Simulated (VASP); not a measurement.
# La: single point with PBE

The system is La.

```
CELL_PARAMETERS angstrom
-2.36483 2.36483 2.36483
2.36483 -2.36483 2.36483
2.36483 2.36483 -2.36483
ATOMIC_POSITIONS crystal
La 0.00000 0.00000 0.00000
```

The cell was built by a generator and needn't be a form met in nature.

- Program: VASP 6.6.1
- Task: single point
- Functional: PBE
- Potentials or basis: VASP PAW PBE potentials, release 64 (La)
- Cutoff: 520 eV
- k mesh: 5 × 5 × 5
- Occupations: fermi-dirac, width 0.1 eV
- Spin: no spin polarisation
- Dipole correction: no
- Further INCAR settings: ALGO = Normal; EDIFF = 1e-06; NBANDS = 12

```
Pressure               : -5.1 GPa
Band gap on the k mesh : none (metal or under the smearing width)
```

Levels at points of the mesh, in eV from the Fermi level:
```csv
k point,band 2,band 3,band 4,band 5,band 6,band 7,band 8,band 9
"(0.00, 0.00, 0.00)",-16.95,-16.95,-16.95,-3.12,0.95,0.95,0.95,1.13
```

It took 11 s on 1 thread of Intel(R) Xeon(R) Platinum 8375C CPU @ 2.90GHz (Ice Lake) (shared host), peak memory 0.17 GiB.

Caveat: the k mesh is coarse (spacing up to 0.38 Å⁻¹), so the values aren't converged. The run has no spin-orbit coupling, so splittings on La are missing.
